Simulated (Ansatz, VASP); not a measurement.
# TaGe2 in two plane-wave programs

Aim: how closely do two programs agree when they are given the same cell, functional and k mesh? The two relaxations start from unlike cells of this crystal (the structure described is Ansatz's start), so only their ends are compared.

Main program and level: Ansatz 0.2.0; plane waves, with VASP 6.6.1 beside it; relaxation of cell and atoms at BLYP.

## Step 1: The structure

The structure is hexagonal, space group P6_222 (No. 180). The conventional cell has a = 4.938 Å, b = 4.938 Å, c = 6.730 Å, α = 90.00°, β = 90.00°, γ = 120.00°. Nearest to Ta lie 10 Ge at 2.66 to 2.87 Å. Nearest to Ge lie 5 Ge at 2.65 to 2.87 Å and 5 Ta at 2.66 to 2.87 Å. Farther neighbours are not listed.

## Step 2: Ansatz: relaxation of cell and atoms, BLYP

Ansatz runs on its default PAW (the set named soft_2) files.

The relaxed volume is the usual yardstick between codes: in a stiff, nearly cubic crystal its relative difference is about their pressure difference at one cell divided by the bulk modulus.

File input.yaml:

```yaml
crystal:
  lattice:
    - [4.938, 0.0, 0.0]
    - [-2.469, 4.2764334439, 0.0]
    - [0.0, 0.0, 6.73]
  atoms:
    - { symbol: Ta, position: [0.5, 0.0, 0.5] }
    - { symbol: Ta, position: [0.5, 0.5, 0.8333333333] }
    - { symbol: Ta, position: [0.0, 0.5, 0.1666666667] }
    - { symbol: Ge, position: [0.164, 0.328, 0.5] }
    - { symbol: Ge, position: [0.836, 0.164, 0.8333333333] }
    - { symbol: Ge, position: [0.672, 0.836, 0.1666666667] }
    - { symbol: Ge, position: [0.836, 0.672, 0.5] }
    - { symbol: Ge, position: [0.164, 0.836, 0.8333333333] }
    - { symbol: Ge, position: [0.328, 0.164, 0.1666666667] }
kpoints:
  mp_grid: { grid: [9, 9, 6] }
hamiltonian:
  xc: blyp
scf:
  occupations: { method: gaussian, width: 0.1 }
output:
  forces: true
  stress: true
  eigenvalues: true
relax:
  adjacent_minimum: "off"
  f_tol: 0.005
  max_steps: 60
  cell: { stress_tol: 0.03 }
```

The run is started by

```
> ansatz run input.yaml --threads 4 --pin off --max-ram 16384MiB --backend cpu --events-out ev --progress --plain --runs-dir out
```

Numbers of over 12 decimals in the logs are rounded to 6 here.

The log of the run:

```text
Engine: ansatz 0.2.0, aarch64-unknown-linux-gnu
Pseudopotentials: kind: paw
Pseudopotential: Ta, paw, valence charge 13, recommended cutoff 420 eV (normal), Ta.paw.azcp
Pseudopotential: Ge, paw, valence charge 14, recommended cutoff 420 eV (normal), Ge.paw.azcp
Functional definition: BLYP
  parameter beta = 0.0042
  parameter a = 0.04918
  parameter b = 0.132
  parameter c = 0.2533
  parameter d = 0.349
  exchange = b88_x(beta = beta)
  correlation = lyp_c(a = a, b = b, c = c, d = d)
Crystal: 9 atoms, lattice volume = 142.118 Å³
Basis set: ecut = 420 eV, 2777 PW (Γ), exchange–correlation on 72×72×90 points (8 copies of the dense FFT grid, shifted against one another)
Bands: 74, of which v1, the nominal top of the filled ones, is band 62 counted from 1 (61 counted from 0)
Symmetry: 12 space group operations
Space group: P6222 (ITA 180), of the structure as read, at distance tolerance 5.2e-5 Å
k-points: 48 of 486 (time reversal used)
Non-local potential: Ta, projectors of the file, l = 0: 3, l = 1: 2, l = 2: 2, l = 3: 1
Non-local potential: Ge, projectors of the file, l = 0: 2, l = 1: 2, l = 2: 3, l = 3: 1
PAW form: soft (Blöchl's): semilocal exchange-correlation on the pseudo side does not see the compensation charge
PAW frozen core: Ta, regenerated for the run's functional, and the local potential with it (the file was generated under x = pbe(κ = 0.804, μ = 0.219515), c = pbe(β = 0.066725))
PAW frozen core: Ge, regenerated for the run's functional, and the local potential with it (the file was generated under x = pbe(κ = 0.804, μ = 0.219515), c = pbe(β = 0.066725))
PAW one-centre angular grid: Ta, 590 points (default); XC on 64 Gauss nodes
PAW one-centre angular grid: Ge, 590 points (default); XC on 64 Gauss nodes
Initial density: superposition of atomic densities (neutral atoms: chi_scale 0, normalization atom), corrected by the library's trained network
Initial wavefunctions: pseudopotential atomic-orbital guess
Functional: x = b88, c = lyp
SCF iter   1: F=—  HF=-55698.697806 eV  |F-HF|=—  |Δ(HF+E_count)|=         —  Δρ=8.97e-3  dr2=9.14e-2  ethr=1.77e-3  ⟨swp⟩=5.7  Hψ=14383  notcnv=0
preconditioner: auto → Kerker (q_TF=auto, 2.663 Å⁻¹)  [metal: Δε(μ)=0.029 eV  Ē_g=19.692 eV  σ=0.100 eV  W_gap=0.16  n_scr=40 (ndim 8)  ℏωp=31.0 eV  f_vac=0.000  D(μ)=4.50/eV (n_scr^D=34)]
SCF iter   2: F=—  HF=-55698.688411 eV  |F-HF|=—  |Δ(HF+E_count)|=   9.39e-3  Δρ=5.78e-3  dr2=4.19e-2  ethr=7.43e-5  ⟨swp⟩=1.0  Hψ=4128  notcnv=0  defer=1
SCF iter   3: F=—  HF=-55698.680928 eV  |F-HF|=—  |Δ(HF+E_count)|=   7.48e-3  Δρ=5.90e-4  dr2=5.46e-4  ethr=3.40e-5  ⟨swp⟩=2.0  Hψ=4196  notcnv=0  defer=1
SCF iter   4: F=—  HF=-55698.680678 eV  |F-HF|=—  |Δ(HF+E_count)|=   2.50e-4  Δρ=3.83e-4  dr2=1.37e-4  ethr=4.44e-7  ⟨swp⟩=2.0  Hψ=5640  notcnv=0  defer=1
SCF iter   5: F=—  HF=-55698.680721 eV  |F-HF|=—  |Δ(HF+E_count)|=   4.36e-5  Δρ=9.94e-5  dr2=1.14e-5  ethr=1.12e-7  ⟨swp⟩=2.0  Hψ=5636  notcnv=0  defer=1
SCF iter   6: F=—  HF=-55698.680805 eV  |F-HF|=—  |Δ(HF+E_count)|=   8.36e-5  Δρ=3.06e-5  dr2=1.39e-6  ethr=9.30e-9  ⟨swp⟩=2.0  Hψ=4196  notcnv=0  defer=1
SCF iter   7: F=-55698.680806 eV  HF=-55698.680806 eV  |F-HF|=1.84e-8  |Δ(HF+E_count)|=   5.62e-7  Δρ=4.96e-6  dr2=4.56e-8  ethr=8.13e-11  ⟨swp⟩=7.1  Hψ=14222  notcnv=0
SCF 1 converged in 7 iterations: F = -55698.680806 eV  dr2 = 4.56e-8
  greatest PAW one-centre occupation: 1.000 electrons in one spin orbital (limit 2), on the Ta atom at site 2 (counted from 0), in its partial waves of l = 0
relax step   1: F+E_penalty+E_count = -55698.68080567 eV  Δ(F+E_penalty+E_count) = +0.000e0 eV  max|allowed force component| = 3.679e-2 eV/Å  Δτ_max = 0.0000 Å  P = +14.486 GPa  Ω = 142.118 Å³  (7 SCF iters, dr2 threshold 1.00e-7 eV, accepted)
Crystal: 9 atoms, lattice volume = 161.289 Å³
Basis set: ecut = 420 eV, 3173 PW (Γ), exchange–correlation on 72×72×90 points (8 copies of the dense FFT grid, shifted against one another)
Initial density: handed on by an earlier stage of this run
Initial wavefunctions: those handed on with the density
iter 1 solved again at ethr=4.27e-4 eV; its pass at ethr=3.10e-3 eV (dr2=5.26e-1 eV) is discarded
SCF iter   1: F=—  HF=-55699.301720 eV  |F-HF|=—  |Δ(HF+E_count)|=         —  Δρ=1.10e-2  dr2=5.13e-1  ethr=4.27e-4  ⟨swp⟩=1.0  Hψ=15593  notcnv=0
preconditioner: auto → Kerker (q_TF=auto, 2.608 Å⁻¹)  [metal: Δε(μ)=0.050 eV  Ē_g=19.252 eV  σ=0.100 eV  W_gap=0.28  n_scr=52 (ndim 8)  ℏωp=29.1 eV  f_vac=0.000  D(μ)=4.07/eV (n_scr^D=22)]
SCF iter   2: F=—  HF=-55699.232701 eV  |F-HF|=—  |Δ(HF+E_count)|=   6.90e-2  Δρ=6.06e-3  dr2=1.58e-1  ethr=4.17e-4  ⟨swp⟩=1.8  Hψ=3675  notcnv=0
[...]
eigensolver tolerance schedule: the retry pair's looser diagonalisation over-reported the residual by 62651.61 of it (diagonalisation noise at 0.17 of the residual, at the tolerance the schedule requests for it); recorded, not acted on — ethr = c·dr2/N_el stays at c = 1.0e-1
preconditioner: auto → Kerker (q_TF=auto, 2.621 Å⁻¹)  [metal: Δε(μ)=0.010 eV  Ē_g=19.128 eV  σ=0.100 eV  W_gap=0.06  n_scr=52 (ndim 8)  ℏωp=29.5 eV  f_vac=0.000  D(μ)=4.32/eV (n_scr^D=22)]
SCF iter   2: F=—  HF=-55699.276988 eV  |F-HF|=—  |Δ(HF+E_count)|=   8.43e-5  Δρ=4.01e-7  dr2=7.18e-11  ethr=1.00e-12  ⟨swp⟩=3.0  Hψ=7297  notcnv=0
iter 3 did not close the SCF: its close was put off for the readings that it lacked (scf_convergence_deferred on its scf_iter line)
SCF iter   3: F=-55699.276988 eV  HF=-55699.276988 eV  |F-HF|=6.55e-11  |Δ(HF+E_count)|=  8.00e-11  Δρ=2.17e-7  dr2=1.91e-11  ethr=1.00e-12  ⟨swp⟩=1.0  Hψ=3552  notcnv=0
iter 4 did not close the SCF: its close was put off for the readings that it lacked (scf_convergence_deferred on its scf_iter line)
SCF iter   4: F=-55699.276988 eV  HF=-55699.276988 eV  |F-HF|=7.28e-12  |Δ(HF+E_count)|=  6.55e-11  Δρ=6.58e-8  dr2=3.17e-12  ethr=1.00e-12  ⟨swp⟩=1.0  Hψ=3552  notcnv=0
iter 5 did not close the SCF: its close was put off for the readings that it lacked (scf_convergence_deferred on its scf_iter line)
SCF iter   5: F=-55699.276988 eV  HF=-55699.276988 eV  |F-HF|=2.18e-11  |Δ(HF+E_count)|=    0.00e0  Δρ=2.00e-8  dr2=2.65e-13  ethr=1.00e-12  ⟨swp⟩=1.0  Hψ=3552  notcnv=0
iter 6 did not close the SCF: its close was put off for the readings that it lacked (scf_convergence_deferred on its scf_iter line)
SCF iter   6: F=-55699.276988 eV  HF=-55699.276988 eV  |F-HF|=0.00e0  |Δ(HF+E_count)|=    0.00e0  Δρ=3.80e-9  dr2=1.63e-14  ethr=1.00e-12  ⟨swp⟩=1.0  Hψ=3552  notcnv=0
SCF iter   7: F=-55699.276988 eV  HF=-55699.276988 eV  |F-HF|=1.46e-11  |Δ(HF+E_count)|=    0.00e0  Δρ=1.38e-9  dr2=1.29e-15  ethr=1.00e-12  ⟨swp⟩=1.1  Hψ=7365  notcnv=0
SCF 8 converged in 7 iterations: F = -55699.276988 eV  dr2 = 1.29e-15
relax step   8: F+E_penalty+E_count = -55699.27698846 eV  Δ(F+E_penalty+E_count) = -2.004e-5 eV  max|allowed force component| = 4.121e-4 eV/Å  Δτ_max = 0.0000 Å  P = +0.003 GPa  Ω = 156.534 Å³  stress off target by 3.45e-3 GPa  SCF on the basis re-selected at this cell (its energy is not comparable with the rows above)  (7 SCF iters)
basis re-selected at this cell: Δ(F+E_penalty+E_count) = -2.004e-5 eV, ΔP = -0.000 GPa vs the last step (what re-selecting the basis moved, of the pressure what is left beyond the Pulay correction that the steps carried, after the strain that the cell walked since its last selection, with what the two solves' SCF thresholds leave and, on support functions, any second-order correction that the steps lacked; it is no m [...]
SCF converged after 7 iterations
Free energy (F): -55699.276988 eV
Harris-Foulkes:  -55699.276988 eV  (|F-HF|=1.46e-11)
Internal energy: -55699.255404 eV  (E = F + TS)
E sigma→0 (E₀):  -55699.266196 eV
Entropy (-TS):   -0.021584 eV (-2.398 meV/atom)
Fermi energy:    15.421888 eV
--- Per-component energies (eV) ---
  E_band       = -803.670805
  E_kinetic    = 1770.427225
  E_local      = -14041.628427  (includes V_loc(G=0)·N_el)
  E_nonlocal   = 2522.693625
  E_hartree    = 6063.095132
  E_xc         = -1092.734223
  E_vxc        = -978.691474  (∫ρ·V_xc dr)
  E_paw        = -37456.403739  (= ΣΔE_a)
  E_vpaw       = -2202.664094  (= ΣTr[D̂ρ^β])
  E_aug_tail   = 0.002072  (compensation charges beyond the density's cutoff)
  E_ewald      = -13466.075151
  E_core_change = 1.368083  (= ΣΔE_core)
  E_smearing   = -0.021584  (= −TS)
  E_closure    = -0.000000  (closes the sum)
  Σ components = -55699.276988   (vs F -55699.276988, Δ=0.00e0)
--- Forces (eV/Å), atoms counted from 1 ---
  atom   1  Ta     0.00000000     0.00000000     0.00000000
  atom   2  Ta    -0.00000000     0.00000000     0.00000000
  atom   3  Ta    -0.00000000    -0.00000000    -0.00000000
  atom   4  Ge    -0.00000000     0.00041213    -0.00000000
  atom   5  Ge    -0.00035692     0.00020607     0.00000000
  atom   6  Ge    -0.00035692    -0.00020607    -0.00000000
  atom   7  Ge     0.00000000    -0.00041213     0.00000000
  atom   8  Ge     0.00035692    -0.00020607    -0.00000000
  atom   9  Ge     0.00035692     0.00020607     0.00000000
  max |Σ_I F_I| component: 4.97e-17 eV/Å
--- Stress (GPa, compression-positive) ---
        0.003449      -0.000000      -0.000000
       -0.000000       0.003449      -0.000000
       -0.000000      -0.000000       0.000774
  P = ⅓ Tr σ = 0.0026 GPa (0.026 kbar)
--- Band table (eV; the first three rows and the last of 48) ---
  k-point 0: bands = [... 58 lower, 13.4798, 13.5157, 13.5157, 14.0424, 16.3651, 17.4488, 17.5376, 17.5376, ... 8 higher]
  k-point 1: bands = [... 58 lower, 13.6593, 13.8036, 13.9733, 14.1393, 16.5564, 17.2804, 17.5715, 17.5724, ... 8 higher]
  k-point 2: bands = [... 58 lower, 13.7909, 13.8284, 13.8514, 15.4469, 16.7427, 17.1208, 17.6517, 17.7568, ... 8 higher]
  k-point 47: bands = [... 58 lower, 14.7124, 14.7124, 15.4125, 15.4125, 16.2031, 17.1477, 17.1673, 17.1673, ... 8 higher]
--- Relaxed structure (6 steps of the walk, 6 accepted, 2 SCFs on fresh bases) ---
  F+E_penalty+E_count = -55699.27698846 eV   max|allowed force component| = 4.121e-4 eV/Å   (the final SCF, on the basis selected at the relaxed cell)
  cell:  # Å, volume = 156.5344 Å³
    - [5.128768, 0.0, 0]
    - [-2.564384, 4.441644, 4.720981307774446e-18]
    - [0, 7.429603340767249e-18, 6.871522]
  atoms:
    - { symbol: Ta, position: [0.5, -1.8944290079378243e-19, 0.500000] }
    - { symbol: Ta, position: [0.5, 0.5, 0.833333] }
    - { symbol: Ta, position: [-1.3939290752150966e-19, 0.5, 0.166667] }
    - { symbol: Ge, position: [0.165609, 0.331219, 0.500000] }
    - { symbol: Ge, position: [0.834391, 0.165609, 0.833333] }
    - { symbol: Ge, position: [0.668781, 0.834391, 0.166667] }
    - { symbol: Ge, position: [0.834391, 0.668781, 0.500000] }
    - { symbol: Ge, position: [0.165609, 0.834391, 0.833333] }
    - { symbol: Ge, position: [0.331219, 0.165609, 0.166667] }
```

[end of part 1 of 2]

[Lines on the potential files, build, host, timing and source positions are cut from VASP's logs without a mark.]

[Logs are printed without paths, hosts, clocks, repeated set-up lines and the standing remarks that a program may print on its own settings, such as how far it seeks lower states.]

[Hosts, paths, dates, database ids (printed as entryN), source tags and the programs' standing remarks are cut or masked in the printed files.]
